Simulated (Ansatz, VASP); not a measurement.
# GaSb in two plane-wave programs, part 2 of 2

One calculation is typed for both programs; each brings its own data sets. How far apart do they land? The cell is taken from a series of runs on this material, whose earlier steps may have relaxed, scaled, displaced or heated it; both programs get it as it stands.

VASP 6.6.1 and Ansatz 0.2.0.

So far: The starting structure; VASP: zone-centre phonons, LDA.

## Step 2: VASP: zone-centre phonons, LDA (continued)

Level of this step: LDA; plane waves and PAW (Ga_d, Sb) (VASP).

Numbers of over 12 decimals in the logs are rounded to 6 here.

From OUTCAR (step 2):

```text
ion  position               nearest neighbor table
   1  0.001  0.001  0.001-   2 2.62   2 2.65   2 2.65   2 2.65
   2  0.749  0.749  0.749-   1 2.62   1 2.65   1 2.65   1 2.65

  LATTYP: Found a trigonal (rhomboedric) cell.
 ALAT       =     4.2793895092
 COS(alpha) =     0.4802899287

 Subroutine GETGRP returns: Found  6 space group operations
 (whereof  6 operations were pure point group operations)

The static configuration has the point symmetry C_3v.

   k-points           NKPTS =   1728   k-points in BZ     NKDIM =   1728   number of bands    NBANDS=     15

   dimension x,y,z NGX =    32 NGY =   32 NGZ =   32
   dimension x,y,z NGXF=    64 NGYF=   64 NGZF=   64

   ENCUT  =  500.0 eV  36.75 Ry    6.06 a.u.   7.80  7.80  7.80*2*pi/ulx,y,z

   NELECT =      18.0000    total number of electrons

 k-points in reciprocal lattice and weights: Points of the shifted mesh
   0.04166667  0.04166667  0.04166667       0.001
   0.04166667  0.04166667  0.12500000       0.001
   0.04166667  0.04166667  0.20833333       0.001
   0.04166667  0.04166667  0.29166667       0.001
   0.04166667  0.04166667  0.37500000       0.001
   0.04166667  0.04166667  0.45833333       0.001
   0.04166667  0.04166667  0.54166667       0.001
   0.04166667  0.04166667  0.62500000       0.001
   0.04166667  0.04166667  0.70833333       0.001
[...]
0.95833333  0.95833333  0.87500000       0.001
   0.95833333  0.95833333  0.95833333       0.001

 average (electrostatic) potential at core
       1 -66.8460       2 -88.6292

  Total       -0.4898911     -0.4898911     -0.4898911      0.2774544      0.2774544      0.2774544
  in kB      -13.7629431    -13.7629431    -13.7629431      7.7947719      7.7947719      7.7947719
  external PRESSURE =     -13.7629431 kB  Pullay stress =       0.0000000 kB

  energy-cutoff  :      500.00
  volume of cell :       57.03
      direct lattice vectors                 reciprocal lattice vectors
    -0.059357013  3.025694244  3.025694244    -0.160466379  0.163677344  0.163677344
     3.025694244 -0.059357013  3.025694244     0.163677344 -0.160466379  0.163677344
     3.025694244  3.025694244 -0.059357013     0.163677344  0.163677344 -0.160466379

 POSITION                                       TOTAL-FORCE (eV/Angst)
 -----------------------------------------------------------------------------------
      0.00851      0.00851      0.00851         0.001492      0.001492      0.001492
      4.48552      4.48552      4.48552        -0.001492     -0.001492     -0.001492
 -----------------------------------------------------------------------------------
    total drift:                                0.000086      0.000086      0.000086

 Eigenvectors and eigenvalues of the dynamical matrix
 ----------------------------------------------------

   1 f  =    6.709962 THz    42.159938 2PiTHz  223.820256 cm-1    27.750163 meV
             X         Y         Z           dx          dy          dz
      0.008508  0.008508  0.008508     0.460318    0.460318    0.460318
      4.485515  4.485515  4.485515    -0.348483   -0.348483   -0.348483

   2 f  =    6.491888 THz    40.789734 2PiTHz  216.546068 cm-1    26.848279 meV
             X         Y         Z           dx          dy          dz
      0.008508  0.008508  0.008508     0.325542    0.325542   -0.651084
      4.485515  4.485515  4.485515    -0.246352   -0.246352    0.492703

   3 f  =    6.491888 THz    40.789734 2PiTHz  216.546068 cm-1    26.848279 meV
             X         Y         Z           dx          dy          dz
      0.008508  0.008508  0.008508     0.563855   -0.563855   -0.000000
      4.485515  4.485515  4.485515    -0.426694    0.426694   -0.000000

   4 f/i=    0.000036 THz     0.000224 2PiTHz    0.001187 cm-1     0.000147 meV
             X         Y         Z           dx          dy          dz
      0.008508  0.008508  0.008508    -0.417486    0.435341   -0.017854
      4.485515  4.485515  4.485515    -0.551688    0.575282   -0.023594

   5 f/i=    0.000036 THz     0.000224 2PiTHz    0.001187 cm-1     0.000147 meV
             X         Y         Z           dx          dy          dz
      0.008508  0.008508  0.008508     0.261652    0.230727   -0.492380
      4.485515  4.485515  4.485515     0.345761    0.304895   -0.650656

   6 f/i=    0.001263 THz     0.007933 2PiTHz    0.042118 cm-1     0.005222 meV
             X         Y         Z           dx          dy          dz
      0.008508  0.008508  0.008508    -0.348483   -0.348483   -0.348483
      4.485515  4.485515  4.485515    -0.460318   -0.460318   -0.460318

 ELASTIC MODULI CONTR FROM IONIC RELAXATION (kBar)
 Direction    XX          YY          ZZ          XY          YZ          ZX
 --------------------------------------------------------------------------------
 XX          -1.4209     -1.2153     -1.2153     -8.0621    -12.8974     -6.7851
 YY          -1.2153     -1.4209     -1.2153     -6.7851     -8.0621    -12.8974
 ZZ          -1.2153     -1.2153     -1.4209    -12.8974     -6.7851     -8.0621
 XY          -8.0621     -6.7851    -12.8974   -167.7494    -16.0544    -16.0544
 YZ         -12.8974     -8.0621     -6.7851    -16.0544   -167.7494    -16.0544
 ZX          -6.7851    -12.8974     -8.0621    -16.0544    -16.0544   -167.7494
 --------------------------------------------------------------------------------
```

## Step 3: Ansatz: zone-centre phonons, LDA

Ansatz runs on its PAW soft_1 files.

The same cell, functional (in two slightly different forms), mesh and smearing now go to Ansatz, which takes its cutoff from its data sets.

input.yaml

```yaml
crystal:
  lattice:
    - [-0.0593570135, 3.025694244, 3.025694244]
    - [3.025694244, -0.0593570135, 3.025694244]
    - [3.025694244, 3.025694244, -0.0593570135]
  atoms:
    - { symbol: Ga, position: [0.0014199554, 0.0014199554, 0.0014199554] }
    - { symbol: Sb, position: [0.7485800446, 0.7485800446, 0.7485800446] }
kpoints:
  mp_grid: { grid: [12, 12, 12], shift: [0.5, 0.5, 0.5] }
hamiltonian:
  xc: lda
  pseudopotentials: { kind: paw, azcp: { folder: soft_1 }, xc_functional: pbe }
scf:
  occupations: { method: gaussian, width: 0.015 }
output:
  eigenvalues: true
phonons:
  method: dfpt
```

On the command line:

```console
ansatz run input.yaml --threads 4 --pin off --max-ram 10240MiB --backend cpu --events-out ev --progress --plain --runs-dir out
```

The program printed:

```text
Engine: ansatz 0.2.0, aarch64-unknown-linux-gnu
Pseudopotentials: kind: paw
Pseudopotential: Ga, paw, valence charge 13, recommended cutoff 420 eV (normal), soft_1/Ga.paw.azcp
Pseudopotential: Sb, paw, valence charge 15, recommended cutoff 420 eV (normal), soft_1/Sb.paw.azcp
Functional definition: SPW92
  exchange = slater_x
  correlation = pw_c
Crystal: 2 atoms, lattice volume = 57.029 Å³
Basis set: ecut = 420 eV, 1103 PW (Γ), exchange–correlation on 60×60×60 points (8 copies of the dense FFT grid, shifted against one another)
Bands: 18, of which v1, the nominal top of the filled ones, is band 14 counted from 1 (13 counted from 0)
Symmetry: 6 space group operations
k-points: 468 of 1728 (irreducible under 2 space group operations, time reversal used)
Non-local potential: Ga, projectors of the file, l = 0: 2, l = 1: 2, l = 2: 3, l = 3: 1
Non-local potential: Sb, projectors of the file, l = 0: 2, l = 1: 2, l = 2: 2, l = 3: 1
PAW form: soft (Blöchl's): semilocal exchange-correlation on the pseudo side does not see the compensation charge
PAW frozen core: Ga, regenerated for the run's functional, and the local potential with it (the file was generated under x = pbe(κ = 0.804, μ = 0.219515), c = pbe(β = 0.066725))
PAW frozen core: Sb, regenerated for the run's functional, and the local potential with it (the file was generated under x = pbe(κ = 0.804, μ = 0.219515), c = pbe(β = 0.066725))
PAW one-centre angular grid: Ga, 590 points (default); XC on 64 Gauss nodes
PAW one-centre angular grid: Sb, 590 points (default); XC on 64 Gauss nodes
Initial density: superposition of atomic densities (chi_scale 0.1, normalization cell, long waves kept (reshape's long-wave potential 0.00 eV rms))
Initial wavefunctions: pseudopotential atomic-orbital guess
Functional: x = slater, c = lda
SCF iter   1: F=—  HF=-10043.233554 eV  |F-HF|=—  |Δ(HF+E_count)|=         —  Δρ=3.05e-2  dr2=4.41e-1  ethr=3.10e-3  ⟨swp⟩=5.8  Hψ=45014  notcnv=0
preconditioner: auto → none  [insulator: Δε(μ)=0.196 eV  Ē_g=14.829 eV  σ=0.015 eV  W_gap=1.00  n_scr=14 (ndim 8)  ℏωp=20.9 eV  f_vac=0.007  D(μ)=0.00/eV (n_scr^D=0)  ε∞_Penn≈3.0]
SCF iter   2: F=—  HF=-10043.120250 eV  |F-HF|=—  |Δ(HF+E_count)|=   1.13e-1  Δρ=1.36e-2  dr2=6.70e-2  ethr=1.57e-3  ⟨swp⟩=2.1  Hψ=14256  notcnv=0
SCF iter   3: F=—  HF=-10043.111981 eV  |F-HF|=—  |Δ(HF+E_count)|=   8.27e-3  Δρ=4.98e-3  dr2=1.34e-2  ethr=2.39e-4  ⟨swp⟩=3.0  Hψ=15696  notcnv=0
SCF iter   4: F=—  HF=-10043.106372 eV  |F-HF|=—  |Δ(HF+E_count)|=   5.61e-3  Δρ=8.75e-4  dr2=2.49e-4  ethr=4.79e-5  ⟨swp⟩=3.0  Hψ=16334  notcnv=0
SCF iter   5: F=—  HF=-10043.106305 eV  |F-HF|=—  |Δ(HF+E_count)|=   6.72e-5  Δρ=4.32e-4  dr2=3.45e-5  ethr=8.91e-7  ⟨swp⟩=2.0  Hψ=14445  notcnv=0
SCF iter   6: F=—  HF=-10043.106300 eV  |F-HF|=—  |Δ(HF+E_count)|=   4.94e-6  Δρ=2.34e-5  dr2=1.90e-7  ethr=1.23e-7  ⟨swp⟩=2.0  Hψ=13118  notcnv=0
SCF iter   7: F=—  HF=-10043.106300 eV  |F-HF|=—  |Δ(HF+E_count)|=   1.34e-7  Δρ=4.68e-6  dr2=9.82e-9  ethr=6.80e-10  ⟨swp⟩=2.9  Hψ=17625  notcnv=0
SCF iter   8: F=—  HF=-10043.106300 eV  |F-HF|=—  |Δ(HF+E_count)|=   2.28e-9  Δρ=1.43e-6  dr2=1.11e-9  ethr=3.51e-11  ⟨swp⟩=2.0  Hψ=14976  notcnv=0
SCF iter   9: F=—  HF=-10043.106300 eV  |F-HF|=—  |Δ(HF+E_count)|=  4.02e-10  Δρ=2.87e-7  dr2=3.15e-11  ethr=3.96e-12  ⟨swp⟩=2.0  Hψ=14976  notcnv=0
SCF iter  10: F=-10043.106300 eV  HF=-10043.106300 eV  |F-HF|=3.64e-12  |Δ(HF+E_count)|=  1.46e-11  Δρ=6.03e-8  dr2=7.83e-13  ethr=1.00e-12  ⟨swp⟩=6.0  Hψ=38418  notcnv=0
SCF 1 converged in 10 iterations: F = -10043.106300 eV  dr2 = 7.83e-13
  greatest PAW one-centre occupation: 0.996 electrons in one spin orbital (limit 2), on the Sb atom at site 1 (counted from 0), in its partial waves of l = 2
DFPT response loops at Γ: preconditioner auto → Resta (q_TF=auto, 2.423 Å⁻¹)  ε∞=22.7 (no band partly filled); β = 1.00, the filter's whole step (`scf.mixing.beta` (0.50) is not read by the response loops at its default; to damp them type it under 1.00, their step now; it binds the ground state too); Broyden in place of MSR1
SCF converged after 10 iterations
Free energy (F): -10043.106300 eV
Harris-Foulkes:  -10043.106300 eV  (|F-HF|=3.64e-12)
Internal energy: -10043.106300 eV  (E = F + TS)
E sigma→0 (E₀):  -10043.106300 eV
Fermi energy:    7.538678 eV
--- Per-component energies (eV) ---
  E_band       = -266.109776
  E_kinetic    = 276.952696
  E_local      = -3382.638412  (includes V_loc(G=0)·N_el)
  E_nonlocal   = 302.647864
  E_hartree    = 1727.240937
  E_xc         = -161.197397
  E_vxc        = -147.187220  (∫ρ·V_xc dr)
  E_paw        = -6311.151730  (= ΣΔE_a)
  E_vpaw       = -770.366481  (= ΣTr[D̂ρ^β])
  E_aug_tail   = -0.000093  (compensation charges beyond the density's cutoff)
  E_ewald      = -2497.247458
  E_core_change = 2.287292  (= ΣΔE_core)
  E_smearing   = -0.000000  (= −TS)
  E_closure    = 0.000000  (closes the sum)
  Σ components = -10043.106300   (vs F -10043.106300, Δ=0.00e0)
--- Band table (eV; the first three rows and the last of 468) ---
  k-point 0: bands = [... 10 lower, -3.9955, 6.9201, 7.4420, 7.4420, 8.0231, 10.2923, 10.2923, 10.5562]
  k-point 1: bands = [... 10 lower, -3.9004, 5.8271, 7.2500, 7.3949, 8.4960, 10.3807, 10.4700, 11.0258]
  k-point 2: bands = [... 10 lower, -3.6708, 4.4749, 6.9355, 7.1624, 8.5804, 10.7150, 10.9171, 11.8637]
  k-point 467: bands = [... 10 lower, -2.4199, 1.1346, 6.2820, 6.3464, 8.1421, 11.3209, 11.3705, 14.0574]
--- Phonons (Γ-DFPT): 2 representative perturbations + reference, on 468 of 1728 k-points (Σ response iterations 6) ---
  k mesh reduced under 2 symmetry operations, with k and −k counted as one. Each operation leaves every solved perturbation unchanged. A smaller set is not used because it would not reduce the number of displacements times k-points to solve
  ASR residual: 4.404e-5 → 0.000e0 eV/Å²; symmetrization residual: 1.737e-6 eV/Å²
  ASR residual per site (eV/Å²): 4.40e-5 6.02e-6
  Γ frequencies (cm⁻¹): 0.00 0.00 0.00 214.56 214.56 222.02
  non-analytic LO–TO correction: not included (Born effective charges unavailable; polar crystals: no LO–TO splitting at Γ)
```

## Step 4: Comparison

Known differences besides the potentials themselves: the two LDA forms differ slightly; the data sets hold 28 valence electrons in Ansatz (on its PAW soft_1 files) and 18 in VASP; the cutoff is 420 eV in Ansatz and 500 eV in VASP; VASP's log shows a relativistic correction to its local exchange, Ansatz's none. Total energies have different zeros and are not compared.

Compared:

| quantity | Ansatz | VASP | difference |
| --- | --- | --- | --- |
| optical mode 1 to 2 (cm⁻¹) | 214.6 | 216.5 | -0.92 % |
| optical mode 3 (cm⁻¹) | 222.0 | 223.8 | -0.80 % |

Modes are paired by rising frequency, not by their patterns, so a pair may set unlike modes beside each other; they are those without the splitting of longitudinal modes.

## Step 5: Summary of results

* r.m.s. difference of the optical zone-centre modes, each program's sorted by frequency (zone-centre phonons, LDA): 1.9 cm⁻¹
* difference in optical mode 1 to 2 (zone-centre phonons, LDA): -0.9 %

**Reading.** The r.m.s. difference of the optical zone-centre modes, each program's sorted by frequency is 1.9 cm⁻¹ (zone-centre phonons, LDA). The data sets hold unlike numbers of valence electrons (28 in Ansatz and 18 in VASP), so part of the differences comes from the potentials. Among the rows given in per cent, the largest difference of the zone-centre phonons, LDA pair is in optical mode 1 to 2, -0.9 %. How closely two codes agree says nothing of how well the functional describes the real material.

[Lines on the potential files, build, host, timing and source positions are cut from VASP's logs without a mark.]

[Logs are printed without paths, hosts, clocks, repeated set-up lines and the standing remarks that a program may print on its own settings, such as how far it seeks lower states.]

[Hosts, paths, dates, database ids (printed as entryN), source tags and the programs' standing remarks are cut or masked in the printed files.]
